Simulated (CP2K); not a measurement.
# Nb under changes of volume

One of the cells (20.116 Å³/atom); the others are scaled copies at fixed shape and fractional positions:

```
Nb
1.0
     2.71964    0.00000    0.00000
     0.00000    2.71964    0.00000
     0.00000    0.00000    2.71964
Nb
1
Direct
  0.50000 0.50000 0.50000
```

The cell was built by a generator and needn't be a form met in nature.

```yaml
Program: CP2K 2026.2
Functional: LDA
Potentials_or_basis: GTH_POTENTIALS Nb GTH-PADE-q13; TZVP-MOLOPT-PBE-GTH basis
Density_cutoff: 6123 eV
k_mesh: 10 × 10 × 10
Occupations: fermi-dirac, width 0.0259 eV
Spin: no spin polarisation
```

| volume (Å³/atom) | energy over the lowest point (meV/atom) | pressure (GPa) |
| --- | --- | --- |
| 18.909 | 0.00 | 1.1 |
| 19.311 | 1.05 | -2.0 |
| 19.713 | 9.45 | -4.7 |
| 20.116 | 24.43 | -7.2 |
| 20.518 | 45.11 | -9.3 |
| 20.920 | 71.02 | -11.3 |
| 21.323 | ? | ? |

What does the run at 21.323 Å³/atom give?

Energy over the lowest point 101.81 meV/atom; pressure -13.2 GPa.

Worked out: A Birch-Murnaghan fit of order 3 (a polynomial in V^(-2/3)) to the other rows has its minimum at 19.05 Å³/atom with B0 = V·E''(V) = 149 GPa and B' = 4.6. It gives 101.56 meV/atom at 21.323 Å³/atom, against the run's 101.81, and -dE/dV = -13.0 GPa, against -13.2.

Energies are extrapolated to zero smearing.

Caveats: the basis of atomic orbitals isn't converged, which shifts pressures, moduli and gaps.
